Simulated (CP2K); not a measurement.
Runs of CP2K 2026.2 on GaSb. Symmetry: F-43m, No. 216, cubic system. The conventional cell has a = 6.118 Å, b = 6.118 Å, c = 6.118 Å, α = 90.00°, β = 90.00°, γ = 90.00°. Sb (site symmetry -43m) has 4 Ga at 2.65 Å as nearest neighbours. Around Ga (site symmetry -43m) lie 4 Sb at 2.65 Å. 

```tsv
task	level	potentials or basis	smearing	EPS_DEFAULT	NGRIDS	points a segment of the path (NPOINTS)	bands added on the path	CUTOFF of the grids	gap on the mesh (eV)	pressure (GPa)
band structure	r2SCAN	POTENTIAL_UZH Sb GTH-SCAN-q5, Ga GTH-SCAN-q13; TZVP-MOLOPT-SCAN-GTH basis	fermi-dirac 0.0259 eV	1.0E-9	5	8	6	675 Ry	0.38	-0.3
band structure	r2SCAN	POTENTIAL_UZH Sb GTH-SCAN-q5, Ga GTH-SCAN-q13; TZVP-MOLOPT-SCAN-GTH basis	fermi-dirac 0.05 eV	1.0E-10	4	6	4	675 Ry	0.38	-0.3
single point	PBEsol	POTENTIAL_UZH Sb GTH-PBE-q5, Ga GTH-PBE-q13; TZVP-MOLOPT-PBE-GTH basis	fermi-dirac 0.05 eV	1.0E-10	5	-	-	450 Ry	none	1.3
single point	PBE	POTENTIAL_UZH Sb GTH-PBE-q5, Ga GTH-PBE-q13; TZVP-MOLOPT-PBE-GTH basis	fermi-dirac 0.05 eV	1.0E-10	4	-	-	450 Ry	(a)	2.9
band structure	PBEsol	GTH_POTENTIALS Sb GTH-PBE-q5, Ga GTH-PBE-q13; DZVP-MOLOPT-SR-GTH basis	fermi-dirac 0.05 eV	1.0E-9	5	6	2	450 Ry	none	1.2
```

Alike in all rows: no spin polarisation; cell as given; k mesh 8 × 8 × 8.

Estimate the missing entries.

(a) 0.08.

Caveats: the basis of atomic orbitals isn't converged, which shifts pressures, moduli and gaps; spin-orbit coupling is left out, which moves the levels of the heavy elements (some runs); the potentials were made for another functional, which shifts forces and pressure (some runs).

A k mesh can miss the band edges, and the runs leave out spin-orbit coupling on Ga, Sb.

A gap of «none» marks a metal or a gap under the smearing width.

Not every run made on this cell is shown here.
